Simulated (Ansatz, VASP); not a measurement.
**One calculation of TiSi2, two programs**

File INCAR:

```
SYSTEM = TiSi2
ALGO = Normal ; EDIFF = 1E-6
ENCUT = 520 ; GGA = PS
ISIF = 2 ; ISMEAR = -1
LASPH = .True. ; LCHARG = .False.
LREAL = .False. ; LWAVE = .False.
NBANDS = 29 ; NELM = 80
PREC = Accurate ; SIGMA = 0.05
```

File KPOINTS:

```
k-points
0
Gamma
  7 7 7
  0 0 0
```

Contents of POSCAR:

```
TiSi2
1.0
    0.0000000000      4.1175163063      4.2628978354
    2.3895119538      0.0000000000      4.2628978354
    2.3895119538      4.1175163063      0.0000000000
Ti Si
2 4
Direct
    0.7500000000      0.7500000000      0.7500000000
    0.5000000000      0.5000000000      0.5000000000
    0.4125656100      0.0874343900      0.4125656100
    0.0874343900      0.4125656100      0.0874343900
    0.1625656100      0.8374343900      0.1625656100
    0.8374343900      0.1625656100      0.8374343900
```

input.yaml

```yaml
crystal:
  lattice:
    - [0.0, 4.1175163063, 4.2628978354]
    - [2.3895119538, 0.0, 4.2628978354]
    - [2.3895119538, 4.1175163063, 0.0]
  atoms:
    - { symbol: Ti, position: [0.75, 0.75, 0.75] }
    - { symbol: Ti, position: [0.5, 0.5, 0.5] }
    - { symbol: Si, position: [0.41256561, 0.08743439, 0.41256561] }
    - { symbol: Si, position: [0.08743439, 0.41256561, 0.08743439] }
    - { symbol: Si, position: [0.16256561, 0.83743439, 0.16256561] }
    - { symbol: Si, position: [0.83743439, 0.16256561, 0.83743439] }
hamiltonian:
  xc: pbesol
  pseudopotentials: { kind: paw }
kpoints:
  mp_grid: { grid: [7, 7, 7] }
  band_path:
    path:
      - [[0.0, 0.0, 0.0], [0.5, 0.0, 0.5], [1.0, 0.5, 0.5], [0.5, 0.5, 0.0], [0.0, 0.0, 0.0], [0.0, 0.4127457158, 0.4127457158], [0.5, 0.2443551471, 0.7443551471], [0.5, 0.0, 0.5]]
      - [[1.0, 0.5, 0.5], [1.0, 0.5872542842, 0.5872542842]]
      - [[0.0, 0.4127457158, 0.4127457158], [0.5, 0.7556448529, 0.2556448529], [0.5, 0.5, 0.0]]
      - [[0.5, 0.5, 0.5], [0.0, 0.0, 0.0]]
    npoints: 14
scf:
  occupations: { method: fermi_dirac, width: 0.05 }
  n_extra_bands: 15
output:
  forces: true
  stress: true
  eigenvalues: true
  fatbands: true
  write_density: true
  write_potential: true
  elf: true
  volumetric_format: npy
```

The cell is a database's computed one.

Alike in both runs: functional PBEsol; k mesh 7 × 7 × 7; occupations fermi-dirac, width 0.05 eV; no spin polarisation.

|  | VASP | Ansatz |
| --- | --- | --- |
| version | VASP 6.6.1 | Ansatz 0.2.0 |
| potentials or method | VASP PAW PBE potentials, release 64 (Ti_sv, Si) | Ansatz PAW |
| plane-wave cutoff (eV) | 520 | 420 |
| valence electrons in the cell | 40 | 40 |
| task | single point | band structure |

|  | VASP | Ansatz | Ansatz less VASP |
| --- | --- | --- | --- |
| gap on the k mesh at the Fermi level (eV) | none | none | - |
| pressure (GPa) | -1.8 | -2.0 | -0.17 |
| largest component of the traceless stress (GPa) | 1.19 | 1.15 | -0.035 |
| rms of the force components (eV/Å) | 0.023 | 0.023 | -0.0006 |

Atom by atom the forces differ by 0.001 eV/Å (rms over components). A gap of «none» marks a metal or a gap that the smearing closes.

Caveats: the PAW data sets were made with another functional, which shifts forces and pressure a little (VASP); the PAW data sets come from PBE, with cores solved anew for the run's functional, which leaves a small shift of forces and pressure (Ansatz).
